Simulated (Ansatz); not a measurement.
Crystal: Sn.

```
Sn
1.0
     0.00000    3.23334    3.23334
     3.23334    0.00000    3.23334
     3.23334    3.23334    0.00000
Sn
2
Cartesian
  4.8500 4.8500 4.8500
  3.2333 3.2333 3.2333
```

This isn't the form of Sn at room conditions, which is tetragonal (white tin).

| Item | Value |
| --- | --- |
| Program | Ansatz 0.2.0 |
| Task | single point |
| Functional | PBE |
| Potentials or basis | all-electron LAPW, scalar-relativistic |
| Cutoff | 257 eV (chosen from the basis error) |
| Basis error allowed | 0.001 eV/atom |
| k mesh | 7 × 7 × 7 |
| Occupations | fermi-dirac, width 0.05 eV |
| Spin | no spin polarisation |

On this cell: pressure 3.8 GPa; largest force zero by symmetry; band gap on the k mesh none (metal or under the smearing width).

The same run follows on a disturbed copy (atoms moved at random, drawn with an rms of 0.05 Å):

```
CELL_PARAMETERS angstrom
0.00000 3.23334 3.23334
3.23334 0.00000 3.23334
3.23334 3.23334 0.00000
ATOMIC_POSITIONS crystal
Sn 0.75132 0.75902 0.76259
Sn 0.49467 0.50900 0.50001
```

Task: What changes?

Result: The energy (extrapolated to zero smearing) moves by +11.8 meV/atom; pressure 3.9 GPa; largest force 0.584 eV/Å; band gap on the k mesh none (metal or under the smearing width).

Forces on the atoms (eV/Å):
```
Sn  -0.303 -0.484 -0.122
Sn   0.303  0.484  0.122
```

Stress tensor (GPa, compression positive):
```
 3.95 -0.45 -1.52
-0.45  3.89 -0.97
-1.52 -0.97  3.99
```
